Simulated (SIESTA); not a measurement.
Crystal: W.

```
W
1.0
    -1.56361    1.62396    1.59317
     1.56190   -1.61733    1.58483
     1.53890    1.59262   -1.58655
W
1
Direct
  0.01666 0.01691 0.01465
```

The cell isn't the ideal one: cell strained at random at fixed volume.

| Property | Result |
| --- | --- |
| Program | SIESTA 5.4.2 |
| Task | relaxation of cell and atoms |
| Functional | optB88-vdW |
| Potentials or basis | SG15 1.2 NC or PseudoDojo by element (PBE files) |
| Basis | SZ (energy shift 0.002 Ry) |
| Grid cutoff | 800 Ry |
| Energy shift | 0.002 Ry |
| k mesh | 12 × 12 × 12 |
| Occupations | fermi-dirac, width 0.05 eV |
| Spin | no spin polarisation |

At the start: pressure -48.4 GPa; volume 15.85 Å³/atom.

How do energy, volume and symmetry change on relaxing?

Over 18 steps the energy falls by 427.5 meV/atom and the volume is 13.45 Å³/atom (-15.1 %); space group Im-3m (No. 229, to 0.05 Å).

Step by step:
| step | energy change (eV) | largest force (eV/Å) | pressure (GPa) | volume (Å³) |
| --- | --- | --- | --- | --- |
| 1 | 0.0000 | 0.0032 | -48.40 | 15.85 |
| 2 | -0.0553 | 0.0024 | -46.10 | 15.66 |
| 3 | -0.3862 | 0.0018 | 21.87 | 12.87 |
| 4 | -0.3074 | 0.0027 | -29.62 | 14.62 |
| 5 | -0.4245 | 0.0039 | 0.33 | 13.45 |
| 6 | -0.4144 | 0.0033 | -9.93 | 13.79 |
| 7 | -0.4258 | 0.0032 | -3.57 | 13.57 |
| 8 | -0.4248 | 0.0017 | 5.41 | 13.30 |
| 9 | -0.4266 | 0.0034 | 3.21 | 13.36 |
| 10 | -0.4270 | 0.0038 | 2.30 | 13.39 |
| 11 | -0.4261 | 0.0030 | 3.91 | 13.34 |
| 12 | -0.4271 | 0.0036 | 1.96 | 13.40 |
| 13 | -0.4272 | 0.0021 | 1.60 | 13.41 |
| 14 | -0.4274 | 0.0029 | 0.38 | 13.44 |
| 15 | -0.4274 | 0.0030 | 0.01 | 13.45 |
| 16 | -0.4274 | 0.0029 | 0.12 | 13.45 |
| 17 | -0.4274 | 0.0030 | -0.58 | 13.47 |
| 18 | -0.4275 | 0.0029 | -0.02 | 13.45 |

Final structure:
```xyz
1
Lattice="-1.4978 1.4987 1.4985 1.4979 -1.4987 1.4986 1.4976 1.4986 -1.4985" Properties=species:S:1:pos:R:3 pbc="T T T"
W     0.0266    0.0196    0.0224
```

Caveat: the basis has no polarisation orbitals; the volume moved by over 15 % at a fixed basis, so the end points are rough; the potentials were made for another functional, which shifts forces and pressure; the basis of atomic orbitals isn't converged, which shifts pressures, moduli and gaps.
